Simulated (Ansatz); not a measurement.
Sb:

```
CELL_PARAMETERS angstrom
2.15420 1.24373 3.75800
-2.15420 1.24373 3.75800
0.00000 -2.48746 3.75800
ATOMIC_POSITIONS crystal
Sb 0.76651 0.76651 0.76651
Sb 0.23349 0.23349 0.23349
```

Program: Ansatz 0.2.0. Alike in all runs: potentials or basis Ansatz PAW; no spin polarisation; cell as given; cutoff (eV) 420.

Q: Order these runs on this cell by their pressure, lowest first.
A. level HSE03; k mesh 4 × 4 × 4; smearing fermi-dirac 0.05 eV; points for each segment of the path 4; mesh quality coarse
B. level BLYP; k mesh 8 × 8 × 8; smearing fermi-dirac 0.05 eV; points for each segment of the path 14; mesh quality not flagged
C. level PBE; k mesh 8 × 8 × 8; smearing gaussian 0.016 eV; mesh quality not flagged
D. level LDA; k mesh 8 × 8 × 8; smearing fermi-dirac 0.05 eV; points for each segment of the path 14; mesh quality not flagged

A: D (-1.2 GPa), A (1.0 GPa), C (2.7 GPa), B (6.8 GPa).

Caveats: some runs use coarse meshes; the PAW data sets come from PBE, with cores solved anew for the run's functional, which leaves a small shift of forces and pressure (some runs); the thresholds are loose for stress (some runs).
